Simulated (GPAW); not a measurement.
# AlFe (Pm-3m) in GPAW: single point with PBE

Aim: the single point of AlFe with PBE.

Everything below comes from runs of GPAW 26.7.0. Logs are shortened: lines on timing, memory, paths and dates and some standing lists are left out, and cuts for length are marked. The log counts tension as positive stress, the text compression.

### Step 1. Starting point

Symmetry: Pm-3m, No. 221, cubic system. Conventional cell: a = 2.910 Å, b = 2.910 Å, c = 2.910 Å, α = 90.00°, β = 90.00°, γ = 90.00°. Fe (site symmetry m-3m) has 8 Al at 2.52 Å as nearest neighbours. Al (site symmetry m-3m) is surrounded by 8 Fe at 2.52 Å.

### Step 2. Single point, PBE, collinear spin, ferromagnetic start

The input, run.py:

```python
from ase import Atoms
from ase.dft.bandgap import bandgap
from ase.io import write
from ase.units import GPa
from gpaw import GPAW, PW

atoms = Atoms(['Fe', 'Al'],
              cell=[[2.91, 0.0, 0.0],
                    [0.0, 2.91, 0.0],
                    [0.0, 0.0, 2.91]],
              scaled_positions=[[0.5, 0.5, 0.5],
                                [0.0, 0.0, 0.0]],
              pbc=True)
atoms.set_initial_magnetic_moments([4.5, 0.0])

calc = GPAW(mode=PW(600),
            xc='PBE',
            kpts={'size': (9, 9, 9), 'gamma': True},
            occupations={'name': 'fermi-dirac', 'width': 0.05},
            nbands=15,
            convergence={'density': 1e-05, 'energy': 1e-05},
            maxiter=150,
            txt='gpaw.txt')
atoms.calc = calc
energy = atoms.get_potential_energy()
forces = atoms.get_forces()
stress = atoms.get_stress()
calc.write('gs.gpw')
write('result.traj', atoms)
print(f'Energy: {energy:.6f} eV')
print('Forces (eV/A):')
print(forces.round(4))
print('Stress (GPa):', (stress / GPa).round(3))
print('Moments:', calc.get_magnetic_moments().round(3))
print('Fermi level:', round(calc.get_fermi_level(), 4), 'eV')
print(f'Gap: {bandgap(calc)[0]:.4f} eV, direct: {bandgap(calc, direct=True)[0]:.4f} eV')
```

Potentials or basis: GPAW PAW data sets (gpaw-data 1.2.1), pw.

On the command line:

```
$ OMP_NUM_THREADS=1 python run.py
```

gpaw.txt:

```text
__  _  _
 | _ |_)|_||  |
 |__||  | ||/\| - 26.7.0

Input parameters:
  mode=PW(ecut=600.0),
  convergence={'density': 1e-05, 'energy': 1e-05},
  kpts=MonkhorstPack(size=(9, 9, 9), gamma=True),
  maxiter=150,
  nbands=15,
  occupations=Occupations(name='fermi-dirac', width=0.05),
  xc=XC(name='PBE')

Diagonalizing LCAO Hamiltonian
Converting LCAO to pw mode
   .------.
  /|      |
 * |      |
 | | Fe   |
 | .------.
 |/      /
 Al-----*

Atoms  # Å, Bohr magnetons
|   | symbol |        x |        y |        z |    initial magnetic moments |
|---|--------|----------|----------|----------|-----------------------------|
| 0 |     Fe | 1.455000 | 1.455000 | 1.455000 | ( 0.0000,  0.0000,  4.5000) |
| 1 |     Al | 0.000000 | 0.000000 | 0.000000 | ( 0.0000,  0.0000,  0.0000) |

Unit cell  # Å
| periodic |        x |        y |        z |  lengths |    angles |
|----------|----------|----------|----------|----------|-----------|
|      yes | 2.910000 | 0.000000 | 0.000000 | 2.910000 | 90.000000 |
|      yes | 0.000000 | 2.910000 | 0.000000 | 2.910000 | 90.000000 |
|      yes | 0.000000 | 0.000000 | 2.910000 | 2.910000 | 90.000000 |

Number of symmetries: 48
Symmetry operations  # r_c * U_cc + t_c -> r_c
|    | kind |            matrix            |
|----|------|------------------------------|
|  0 |  E   |  1, 0, 0,  0, 1, 0,  0, 0, 1 |
|  1 |  σ   |  1, 0, 0,  0, 1, 0,  0, 0,-1 |
|  2 |  σ   |  1, 0, 0,  0, 0, 1,  0, 1, 0 |
|  3 |  C4  |  1, 0, 0,  0, 0, 1,  0,-1, 0 |
|  4 |  C4  |  1, 0, 0,  0, 0,-1,  0, 1, 0 |
|  5 |  σ   |  1, 0, 0,  0, 0,-1,  0,-1, 0 |
|  6 |  σ   |  1, 0, 0,  0,-1, 0,  0, 0, 1 |
|  7 |  C2  |  1, 0, 0,  0,-1, 0,  0, 0,-1 |
|  8 |  σ   |  0, 1, 0,  1, 0, 0,  0, 0, 1 |
|  9 |  C2  |  0, 1, 0,  1, 0, 0,  0, 0,-1 |
| 10 |  C3  |  0, 1, 0,  0, 0, 1,  1, 0, 0 |
| 11 |  S6  |  0, 1, 0,  0, 0, 1, -1, 0, 0 |
| 12 |  S6  |  0, 1, 0,  0, 0,-1,  1, 0, 0 |
| 13 |  C3  |  0, 1, 0,  0, 0,-1, -1, 0, 0 |
| 14 |  C4  |  0, 1, 0, -1, 0, 0,  0, 0, 1 |
| 15 |  S4  |  0, 1, 0, -1, 0, 0,  0, 0,-1 |
| 16 |  C3  |  0, 0, 1,  1, 0, 0,  0, 1, 0 |
| 17 |  S6  |  0, 0, 1,  1, 0, 0,  0,-1, 0 |
| 18 |  σ   |  0, 0, 1,  0, 1, 0,  1, 0, 0 |
| 19 |  C4  |  0, 0, 1,  0, 1, 0, -1, 0, 0 |
| 20 |  C2  |  0, 0, 1,  0,-1, 0,  1, 0, 0 |
| 21 |  S4  |  0, 0, 1,  0,-1, 0, -1, 0, 0 |
| 22 |  S6  |  0, 0, 1, -1, 0, 0,  0, 1, 0 |
| 23 |  C3  |  0, 0, 1, -1, 0, 0,  0,-1, 0 |
| 24 |  S6  |  0, 0,-1,  1, 0, 0,  0, 1, 0 |
| 25 |  C3  |  0, 0,-1,  1, 0, 0,  0,-1, 0 |
| 26 |  C4  |  0, 0,-1,  0, 1, 0,  1, 0, 0 |
| 27 |  σ   |  0, 0,-1,  0, 1, 0, -1, 0, 0 |
| 28 |  S4  |  0, 0,-1,  0,-1, 0,  1, 0, 0 |
| 29 |  C2  |  0, 0,-1,  0,-1, 0, -1, 0, 0 |
| 30 |  C3  |  0, 0,-1, -1, 0, 0,  0, 1, 0 |
| 31 |  S6  |  0, 0,-1, -1, 0, 0,  0,-1, 0 |
| 32 |  C4  |  0,-1, 0,  1, 0, 0,  0, 0, 1 |
| 33 |  S4  |  0,-1, 0,  1, 0, 0,  0, 0,-1 |
| 34 |  S6  |  0,-1, 0,  0, 0, 1,  1, 0, 0 |
| 35 |  C3  |  0,-1, 0,  0, 0, 1, -1, 0, 0 |
| 36 |  C3  |  0,-1, 0,  0, 0,-1,  1, 0, 0 |
| 37 |  S6  |  0,-1, 0,  0, 0,-1, -1, 0, 0 |
| 38 |  σ   |  0,-1, 0, -1, 0, 0,  0, 0, 1 |
[... 120 lines left out ...]
  Trust region scale: 1.0
  Backstep threshold: 4.0
  History deletion threshold: 6.0
  Fourier metric: weight=20.0, sigma=0.015

occupation numbers:
  Fermi-Dirac:
    width: 0.0500  # eV

poisson solver:
  ecut: 4800.0  # eV

xc functional:
  name: PBE with 2 nearest neighbor stencil

convergence criteria:
- Maximum integral of absolute [dens]ity change: 1e-05 electrons / valence electron
- Maximum [total energy] change in last 3 cyles: 1e-05 eV / valence electron
- Maximum integral of absolute [eigenst]ate change: 4e-08 eV^2 / valence electron
maximum number of iterations: 150

SCF iterations
|iter     | |      energy | eigst |  dens |  magmom |
|---------|-|-------------|-------|-------|---------|
|iter:   1| |  -14.078926 | -0.06 |       |  +4.4851|
|iter:   2| |  -13.212018 | -1.80 | -0.35 |  +4.3533|
|iter:   3| |  -12.691830 | -1.56 | -0.47 |  +3.7654|
|iter:   4| |  -12.921808 | -2.70 | -0.77 |  +3.1604|
|iter:   5| |  -13.132982 | -2.34 | -0.91 |  +2.2417|
|iter:   6| |  -13.275907 | -2.68 | -1.28 |  +1.2977|
|iter:   7| |  -13.217306 | -2.08 | -1.26 |  -0.8346|
|iter:   8| |  -13.340772 | -2.54 | -1.09 |  -0.0457|
|iter:   9| |  -13.345007 | -3.57 | -1.60 |  +0.0388|
|iter:  10| |  -13.349998 | -4.05 | -1.96 |  +0.2189|
|iter:  11| |  -13.359013 | -4.07 | -2.11 |  +0.3782|
|iter:  12| |  -13.356674 | -4.75 | -1.98 |  +0.3548|
|iter:  13| |  -13.349444 | -4.15 | -1.98 |  +0.2202|
|iter:  14| |  -13.344985 | -3.80 | -2.11 |  +0.0219|
|iter:  15| |  -13.345660 | -4.42 | -2.82 |  -0.0724|
|iter:  16| |  -13.345178 | -4.70 | -2.54 |  -0.0001|
|iter:  17| |  -13.345173 | -6.54 | -3.25 |  +0.0014|
|iter:  18| |  -13.345177c| -6.76 | -3.53 |  +0.0008|
|iter:  19| |  -13.345178c| -7.73c| -3.92 |  -0.0002|
|iter:  20| |  -13.345178c| -7.91c| -4.80 |  -0.0002|
|iter:  21| |  -13.345178c| -8.57c| -5.03c|  +0.0000|

Converged in 21 steps
Energy contributions relative to reference atoms: (reference = -41222.877865)

Energy contributions:
  Kinetic:          10.259831
  Coulomb:          -6.837511
  Zero:              0.061127
  External:          0.000000
  Xc:              -16.818554
  Entropy:          -0.020142
  Spinorbit:         0.000000
  ----------------------------
  Free energy:     -13.355249
  Extrapolated:    -13.345178

dipole moment: (-4.969899, -4.969899, -4.969899)  # |e|*Ang

Total magnetic moment: (0.000000, 0.000000, 0.000003)

Local magnetic moments
|        x |        y |        z |
|----------|----------|----------|
| 0.000000 | 0.000000 | 0.000002 |  # Fe   0
| 0.000000 | 0.000000 | 0.000004 |  # Al   1

Fermi level: 8.930
Eigenvalues  # (at kpt = [0.000, 0.000, 0.000])
| band index |      eig [eV] | occ [0-1] |      eig [eV] | occ [0-1] |
|------------|---------------|-----------|---------------|-----------|
|          0 |        -1.195 |     1.000 |        -1.195 |     1.000 |
|          1 |         6.850 |     1.000 |         6.850 |     1.000 |
|          2 |         6.850 |     1.000 |         6.850 |     1.000 |
|          3 |         9.097 |     0.035 |         9.097 |     0.035 |
|          4 |         9.097 |     0.035 |         9.097 |     0.035 |
|          5 |         9.097 |     0.035 |         9.097 |     0.035 |
|          6 |        15.177 |     0.000 |        15.177 |     0.000 |
|          7 |        15.177 |     0.000 |        15.177 |     0.000 |
|          8 |        15.177 |     0.000 |        15.177 |     0.000 |
|          9 |        18.228 |     0.000 |        18.228 |     0.000 |
|         10 |        18.228 |     0.000 |        18.228 |     0.000 |
|        ... |               |           |               |           |
|         14 |        30.420 |     0.000 |        30.420 |     0.000 |

No gap
No difference between direct/indirect transitions

Forces  # eV/Ang
|        x |        y |        z |
|----------|----------|----------|
| -0.00000 | -0.00000 | -0.00000 |  # Fe   0
|  0.00000 |  0.00000 |  0.00000 |  # Al   1

Stress tensor  # eV/Ang^3
|         x |         y |        z |
|-----------|-----------|----------|
|  0.036833 | -0.000000 | 0.000000 |
| -0.000000 |  0.036833 | 0.000000 |
|  0.000000 |  0.000000 | 0.036833 |

# Writing to gs.gpw (mode='')
```

Wall time 66 s (1 thread of Arm Neoverse N1, shared host); peak memory 0.15 GiB.

Results:

| Property | Result |
| --- | --- |
| Free energy | -13.3552 eV |
| Pressure | -5.9 GPa |
| Band gap on the k mesh | none (metal or under the smearing width) |
| Net moment | 0.00 μB per cell |

Caveat: the starting moments collapsed, and a magnetic state may lie lower.
